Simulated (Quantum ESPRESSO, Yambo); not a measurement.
# RbBr (Fm-3m): G0W0 with and without spin-orbit coupling, part 2 of 2

Aim: spinor G0W0 for RbBr (Fm-3m) beside the scalar-relativistic result.

Quantum ESPRESSO 7.5 and Yambo 5.3.0; PBE and many-body steps on it, plane waves. Known limits of the many-body steps: not at the basis limit; no spin-orbit coupling in some runs.

So far. Step 4 (Scalar-relativistic): The gap on the mesh goes from 4.36 eV to 7.53 eV, a correction of +3.17 eV. Step 5 (Empty states on the mesh, 4×4×4 mesh, 298 bands): On this mesh the gap is 4.203 eV.

The database entry behind the starting cell differs from later determinations by our own check (about 0.5 % short), so it need not match the best structure at ambient conditions.

## (6) Conversion and set-up

This step: Yambo 5.3.0; conversion and set-up on PBE with spin-orbit coupling, plane waves, norm-conserving pseudopotentials.

Launch:

```bash
$ (cd o/x.save; p2y > p2y.log; mv SAVE ../..); yambo > setup.log
```

The log of the run:

```text
 Yambo, version 5.3.0

 [02] CORE Variables Setup
 =========================

  [02.01] Unit cells
  ==================

  Cell kind             :  FCC
  Atoms in the cell     :  Rb  Br
  number of Rb atoms    :  1
  number of Br atoms    :  1

  List of atomic masses
  Mass of Rb    :  85.46800
  Mass of Br    :  79.90400

  List of atomic coordinates    : [cc]
  Rb1       :  0.000000  0.000000  0.000000  order 1
  Br1       :  6.476091  6.476091  6.476091  order 2

  Alat factors          :  6.476091  6.476091  6.476091 [a.u.]
  Direct lattice volume :  543.2114 [a.u.]
[...]
==========================================

 IBZ Q-points                                      :   8
 BZ  Q-points                                      :   64

 K/Q-points units:
 rlu = crystal or reduced units; cc = cartesian coordinates; iku = interal k-units

 Q [1]          [rlu]:  0.000000  0.000000  0.000000
 Q [2]          [rlu]:  0.20505E-16 -0.72508E-17  0.25000
 Q [3]          [rlu]: -0.41010E-16  0.14502E-16 -0.50000
[...]
Q [7]          [rlu]: -0.63786E-16 -0.50000     -0.50000
 Q [8]          [rlu]:  0.250000 -0.500000 -0.250000

  [03.01] X indexes
  =================

   [03.01.01] Sigma indexes
   ========================

 [06] Game Over & Game summary
```

Run time: 4.2 s. Hardware: 1 MPI rank of Arm Neoverse V1, shared host; peak memory 0.26 GiB.

## (7) With spin-orbit coupling

This step: G0W0 on PBE with spin-orbit coupling, plane waves, norm-conserving pseudopotentials.

File gw4.in:

```
HF_and_locXC
gw0
dyson
ppa
em1d
rim_cut
RandQpts= 1000000
RandGvec= 1 RL
EXXRLvcs= 76 Ry
VXCRLvcs= 304 Ry
Chimod= "HARTREE"
% BndsRnXp
 1 | 298 |
%
NGsBlkXp= 11.5 Ry
% LongDrXp
 1 | 1 | 1 |
%
% GbndRnge
 1 | 298 |
%
DysSolver= "n"
ExtendOut
PPAPntXp= 27.21138 eV
% QPkrange
 1 | 1 | 23 | 30 |
%
```

Launch:

```bash
$ OMP_NUM_THREADS=2 mpirun -n 2 yambo -F gw4.in -J gw4 -C gw4 > gw4.log
```

The log of the run:

```text
 Yambo, version 5.3.0

 [02] CORE Variables Setup
 =========================

  [... cell, symmetries and grids as in the set-up ...]

  [02.05] Energies & Occupations
  ==============================

  [X] === General ===
  [X] Electronic Temperature                        :  0.000000  0.000000 [eV K]
  [X] Bosonic    Temperature                        :  0.000000  0.000000 [eV K]
  [X] Finite Temperature mode                       : no
  [X] El. density                                   :  0.32300E+24 [cm-3]
  [X] Fermi Level                                   :  2.296350 [eV]

  [X] === Gaps and Widths ===
  [X] Conduction Band Min                           :  4.202635 [eV]
  [X] Valence Band Max                              :  0.000000 [eV]
  [X] Filled Bands                                  :  26
  [X] Empty Bands                                   :   27  298
  [X] Direct Gap                                    :  4.202635 [eV]
  [X] Direct Gap localized at k                     :  1
  [X] Indirect Gap                                  :  4.202635 [eV]
  [X] Indirect Gap between kpts                     :  1  1
  [X] Last valence band width                       :  0.390150 [eV]
  [X] 1st conduction band width                     :  2.703613 [eV]

 [03] Transferred momenta grid and indexing
 ==========================================

 IBZ Q-points                                      :   8
 BZ  Q-points                                      :   64

 K/Q-points units:
 rlu = crystal or reduced units; cc = cartesian coordinates; iku = interal k-units

 Q [1]          [rlu]:  0.000000  0.000000  0.000000
 Q [2]          [rlu]:  0.20505E-16 -0.72508E-17  0.25000
 Q [3]          [rlu]: -0.41010E-16  0.14502E-16 -0.50000
[...]
[EXS] Plane waves :   6081

 QP @ state[ 1 ] K range:  1  1
 QP @ state[ 1 ] b range:  23  30

 [xc] Functional : Perdew, Burke & Ernzerhof(X)+Perdew, Burke & Ernzerhof(C)
 [xc] LIBXC used to calculate xc functional
  PP Number of Atomic Species                      :  2
  NLCC RL compoments                               :   48671
  PP Number of Atomic Species                      :  2
  NLCC RL compoments                               :   48671

 [xc] E_xc :  -16.27362 [Ha]
      E_xc :  -32.54724 [Ry]

  Local XC kind (lXC) : Perdew, Burke & Ernzerhof(X)+Perdew, Burke & Ernzerhof(C)
  Non-Local XC kind (nlXC) : Hartree-Fock

  Corrections @ K [1] :  [eV]
 <23|nlXC|23> = -19.23346 -0.23742E-17 <23|lXC|23> = -14.13067  0.40672E-09
 <24|nlXC|24> = -19.23347  0.65583E-17 <24|lXC|24> = -14.13067  0.42530E-09
 <25|nlXC|25> = -19.23353 -0.16468E-17 <25|lXC|25> = -14.13067 -0.33342E-09
[...]
<29|nlXC|29> = -3.248216  0.18366E-18 <29|lXC|29> = -7.451282 -0.19979E-09
 <30|nlXC|30> = -3.248344  0.75931E-19 <30|lXC|30> = -7.451282  0.212193E-8

 [08] Dyson equation: Newton solver
 ==================================

  [08.01] G0W0 (W PPA)
  ====================

  [  GW  ] Bands range     :    1  298
  [GW/PPA] G damping       :  0.100000 [eV]

  QP @ state[ 1 ] K range:  1  1
  QP @ state[ 1 ] b range:  23  30

   Sc/G bands                                       :    1  298
   Sc/G damping                                     :  0.100000 ev
   Sc bands terminator                              : no
   Sx RL components                                 :   6081

   QP @ state[ 1 ] K range                          :  1  1
   QP @ state[ 1 ] b range                          :  23  30
   GF energies kind                                 : Perdew, Burke & Ernzerhof(X)+Perdew, Burke & Ernzerhof(C)
   GF WF`s kind                                     : Perdew, Burke & Ernzerhof(X)+Perdew, Burke & Ernzerhof(C)
   Xs energies kind                                 : Perdew, Burke & Ernzerhof(X)+Perdew, Burke & Ernzerhof(C)
   Xs WF`s kind                                     : Perdew, Burke & Ernzerhof(X)+Perdew, Burke & Ernzerhof(C)

 [11] Game Over & Game summary
```

Run time: 17 min. Hardware: 2 MPI ranks; peak memory 2.1 GiB.

This step gave:

| Item | Value |
| --- | --- |
| G0W0 gap on the points computed | 7.346 eV |
| starting gap on the mesh | 4.203 eV |
| k of the valence top | 0, 0, 0 |
| k of the conduction bottom | 0, 0, 0 |
| least direct G0W0 gap on the computed points | 7.346 eV |
| Z at the valence top | 0.8271 |
| Z at the conduction bottom | 0.8765 |

Against G0W0 in Yambo (4×4×4 mesh, 149 bands, screening to 156.5 eV, Godby-Needs plasmon pole), the gap moves by −0.186 eV.

## (8) Side by side

Times are wall times on the hardware named with each run, good to a factor of about two.

```tsv
run	mesh	bands	screening cutoff (eV)	DFT gap (eV)	gap on the mesh (eV)	direct (eV)	time
scalar-relativistic	4×4×4	149	156.5	4.364	7.531	7.531	3.1 min
with spin-orbit coupling	4×4×4	298	156.5	4.203	7.346	7.346	17 min
```

## (9) What came out

| Quantity | Value |
| --- | --- |
| scalar-relativistic | 7.531 eV |
| with spin-orbit coupling | 7.346 eV |
| known limits | not at the basis limit; no spin-orbit coupling in some runs |

What this shows: With spin-orbit coupling: −0.186 eV against scalar-relativistic, −0.162 eV of it in the start. Bands and cutoff are finite, so the gap is not at the basis limit. The miss can reach some tenths of an eV and take either sign; the mesh is an error of its own. In the G0W0 runs levels were corrected at 1 k point alone, so a gap called «on the mesh» is the least over those, and an edge elsewhere would be missed.

[Paths, hosts, dates, memory and timing lines, banners, echoed tables and standing remarks are left out of the program output.]

[Logs are printed without paths, hosts, clocks, repeated set-up lines and the standing remarks that a program may print on its own settings, such as how far it seeks lower states.]

[Runs of the session that timed out or met a known fault of the program may be left out.]

[Hosts, paths, dates, database ids (printed as entryN), source tags and the programs' standing remarks are cut or masked in the printed files.]
